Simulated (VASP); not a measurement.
# CaSe (Fm-3m) in VASP: single point with PBE

Aim: the single point of CaSe with PBE.

Program: VASP 6.6.1. These are calculated values, not measurements. Logs are shortened: lines on timing, memory, paths and dates and some standing lists are left out, and cuts for length are marked.

**What was measured.**

From a printed reference work, monograph, original work of 1988, for a bulk crystal of CaSe at 2 K: band gap 3.85 eV (indirect).

How close the calculation comes is told below.

### 1 The cell of the first run

The structure is cubic, space group Fm-3m (No. 225). Conventional cell: a = 5.959 Å, b = 5.959 Å, c = 5.959 Å, α = 90.00°, β = 90.00°, γ = 90.00°. Within 3.9 Å of Ca (site symmetry m-3m) lie 6 Se at 2.98 Å. Se (site symmetry m-3m) has 6 Ca at 2.98 Å within 3.9 Å.

### 2 Single point, PBE

Contents of INCAR:

```
PREC = Accurate ; ENCUT = 520
EDIFF = 1E-6 ; ISMEAR = 0
SIGMA = 0.02 ; LREAL = F
LASPH = T ; NELM = 100
ALGO = Normal ; ISIF = 2
LWAVE = F ; LCHARG = F
GGA = PE ; NBANDS = 15
```

Contents of KPOINTS:

```
Automatic mesh
0
Gamma
  8 8 8
```

Contents of POSCAR:

```
CaSe
1.0
    0.0000000000      2.9793658637      2.9793658637
    2.9793658637      0.0000000000      2.9793658637
    2.9793658637      2.9793658637      0.0000000000
Ca Se
1 1
Direct
    0.0000000000      0.0000000000      0.0000000000
    0.5000000000      0.5000000000      0.5000000000
```

Potentials or basis: VASP PAW PBE potentials, release 64 (Ca_sv, Se).

The run is started by

```sh
cat potpaw_PBE.64/Ca_sv/POTCAR potpaw_PBE.64/Se/POTCAR > POTCAR
mpirun -np 1 vasp_std > vasp.out
```

OUTCAR:

```text
PREC = Accurate
   ENCUT = 520
   EDIFF = 1E-6
   ISMEAR = 0
   LREAL = F
   LASPH = T
   NELM = 100
   ISIF = 2
   GGA = PE

 ion  position               nearest neighbor table
   1  0.000  0.000  0.000-   2 2.98   2 2.98   2 2.98   2 2.98   2 2.98   2 2.98
   2  0.500  0.500  0.500-   1 2.98   1 2.98   1 2.98   1 2.98   1 2.98   1 2.98

  LATTYP: Found a face centered cubic cell.
 ALAT       =     5.9587317274

  Lattice vectors:

 A1 = (   0.0000000000,   2.9793658637,   2.9793658637)
 A2 = (   2.9793658637,   0.0000000000,   2.9793658637)
 A3 = (   2.9793658637,   2.9793658637,   0.0000000000)

Analysis of symmetry for initial positions (statically):
=====================================================================
 Subroutine PRICEL returns:
 Original cell was already a primitive cell.

 Routine SETGRP: Setting up the symmetry group for a
 face centered cubic supercell.

 Subroutine GETGRP returns: Found 48 space group operations
 (whereof 48 operations were pure point group operations)
 out of a pool of 48 trial point group operations.

The static configuration has the point symmetry O_h .

Analysis of symmetry for dynamics (positions and initial velocities):
=====================================================================
 Subroutine PRICEL returns:
 Original cell was already a primitive cell.

 Routine SETGRP: Setting up the symmetry group for a
 face centered cubic supercell.

 Subroutine GETGRP returns: Found 48 space group operations
 (whereof 48 operations were pure point group operations)
 out of a pool of 48 trial point group operations.

The dynamic configuration has the point symmetry O_h .

 Subroutine INISYM returns: Found 48 space group operations
 (whereof 48 operations are pure point group operations),
 and found     1 'primitive' translations

----------------------------------------------------------------------------------------

                                     Primitive cell

  volume of cell :      52.8934

  direct lattice vectors                    reciprocal lattice vectors
     0.000000000  2.979365864  2.979365864    -0.167820947  0.167820947  0.167820947
     2.979365864  0.000000000  2.979365864     0.167820947 -0.167820947  0.167820947
     2.979365864  2.979365864  0.000000000     0.167820947  0.167820947 -0.167820947

  length of vectors
     4.213459612  4.213459612  4.213459612     0.290674406  0.290674406  0.290674406

  position of ions in fractional coordinates (direct lattice)
     0.000000000  0.000000000  0.000000000
     0.500000000  0.500000000  0.500000000
[... 82 lines left out ...]
   NFREE  =      0    steps in history (QN), initial steepest desc. (CG)
   ISIF   =      2    stress and relaxation
   ISYM   =      2    0-nonsym 1-usesym 2-fastsym
   POTIM  = 0.5000    time-step for ionic-motion
   TEBEG  =    0.0;   TEEND  =   0.0 temperature during run
   PSTRESS=    0.0 pullay stress
   NELECT =      16.0000    total number of electrons
   NUPDOWN=      -1.0000    fix difference up-down
   EMIN   =  10.00;   EMAX   =-10.00  energy-range for DOS
   EFERMI =   0.00;   METHOD = LEGACY
   ISMEAR =     0;   SIGMA  =   0.02  broadening in eV -4-tet -1-fermi 0-gaus
   EFERMI_NEDOS =   21; number of points for ismear=-14 and -15
   IALGO  =     38    algorithm
   IMIX   =      4    mixing-type and parameters
     AMIX     =   0.40;   BMIX     =  1.00
     AMIX_MAG =   1.60;   BMIX_MAG =  1.00
  volume/ion in A,a.u.               =      26.45       178.47
  Fermi-wavevector in a.u.,A,eV,Ry     =   1.098958  2.076729 16.431866  1.207708
  Thomas-Fermi vector in A             =   2.235344
   LORBIT       =      0    0 simple, 1 ext, 2 COOP (PROOUT), +10 PAW based schemes
   GGA     = PE    functional components
   LHFCALC =     F    Hartree Fock is set to
   AEXX    =    0.0000 exact exchange contribution
   IVDW    =     0    specifies the selected vdW correction
   LEPSILON=     F    determine dielectric tensor
   LRPA    =     F    only Hartree local field effects (RPA)
 non-spin polarized calculation
 Gauss-broadening in eV      SIGMA  =   0.02
  energy-cutoff  :      520.00
  volume of cell :       52.89
 maximum number of plane-waves:      1458
   NGX = 15   NGY = 15   NGZ = 15

 number of electron      15.9999996 magnetization

 Free energy of the ion-electron system (eV)
  ---------------------------------------------------
  ext. energy  EPLUGINS =         0.00000000
  ---------------------------------------------------
  free energy    TOTEN  =        -9.48586205 eV

  energy without entropy =       -9.48586205  energy(sigma->0) =       -9.48586205

 E-fermi :   2.4041     XC(G=0):  -9.0629

 val. band max:        2.2964934957   @ k =   0.0000   0.0000   0.0000
 cond. band min:       4.3712013096   @ k =   0.5000   0.5000   0.0000
 fundamental gap:      2.0747078138
 Fermi energy:         2.4040846197

 k-point     1 :       0.0000    0.0000    0.0000
  band No.  band energies     occupation
      1     -37.5203      2.00000
      2     -18.5102      2.00000
      3     -18.5102      2.00000
      4     -18.5102      2.00000
      5      -9.4272      2.00000
      6       2.2965      2.00000
      7       2.2965      2.00000
      8       2.2965      2.00000
      9       5.5213      0.00000
     10       6.0088      0.00000
     11       6.0088      0.00000
     12       6.0088      0.00000
     13       6.5563      0.00000
     14       6.5563      0.00000
[... 401 lines left out ...]
      2     -18.5939      2.00000
      3     -18.5401      2.00000
      4     -18.5257      2.00000
      5      -8.7806      2.00000
      6      -0.4623      2.00000
      7       0.7165      2.00000
      8       1.1008      2.00000
      9       6.7454      0.00000
     10       7.0254      0.00000
     11       7.9574      0.00000
     12       8.2155      0.00000
     13       8.5559      0.00000
     14       9.4399      0.00000
     15      10.7541      0.00000

 [... further k-points ...]
[... 5 lines left out ...]
  --------------------------------------------------------------------------------------
  -------------------------------------------------------------------------------------
  Total        0.0485422      0.0485422      0.0485422      0.0000000     -0.0000000      0.0000000
  in kB        1.4703777      1.4703777      1.4703777      0.0000000     -0.0000000      0.0000000
  external PRESSURE =       1.4703777 kB  Pullay stress =       0.0000000 kB

 VOLUME and BASIS-vectors are now :
 -----------------------------------------------------------------------------
  energy-cutoff  :      520.00
  volume of cell :       52.89
      direct lattice vectors                 reciprocal lattice vectors
     0.000000000  2.979365864  2.979365864    -0.167820947  0.167820947  0.167820947
     2.979365864  0.000000000  2.979365864     0.167820947 -0.167820947  0.167820947
     2.979365864  2.979365864  0.000000000     0.167820947  0.167820947 -0.167820947

 POSITION                                       TOTAL-FORCE (eV/Angst)
 -----------------------------------------------------------------------------------
      0.00000      0.00000      0.00000         0.000000     -0.000000     -0.000000
      2.97937      2.97937      2.97937         0.000000      0.000000      0.000000
 -----------------------------------------------------------------------------------
    total drift:                                0.000000     -0.000000     -0.000000

  FREE ENERGIE OF THE ION-ELECTRON SYSTEM (eV)
  ---------------------------------------------------
  free  energy   TOTEN  =        -9.4858620516 eV

  energy  without entropy=       -9.4858620516  energy(sigma->0) =       -9.48586205
```

stdout:

```text
POSCAR found type information on POSCAR CaSe
 POSCAR found :  2 types and       2 ions
 scaLAPACK will be used
 LDA part: xc-table for (Slater+PW92), standard interpolation
 POSCAR, INCAR and KPOINTS ok, starting setup
 FFT: planning ... GRIDC
 FFT: planning ... GRID_SOFT
 FFT: planning ... GRID
 WAVECAR not read
 entering main loop
```

It took 24 s on 1 thread of AMD EPYC 7R43 (Zen 3), shared host; peak memory 0.15 GiB.

What came out:

- Free energy: -9.4859 eV
- Pressure: 0.1 GPa
- Band gap on the k mesh: 2.07 eV (least direct gap 2.99 eV)

### 3 How close it comes

Step 2. Measured gap of CaSe: 3.85 eV (indirect; 2 K; a printed reference work, monograph, original work of 1988). This calculation gives 2.07 eV (-1.78 eV). Spin-orbit coupling on Se is left out. The value is that of PBE on a finite k mesh, which can miss the band edges, without temperature or zero-point motion. Semilocal functionals fall short of measured gaps as a rule.
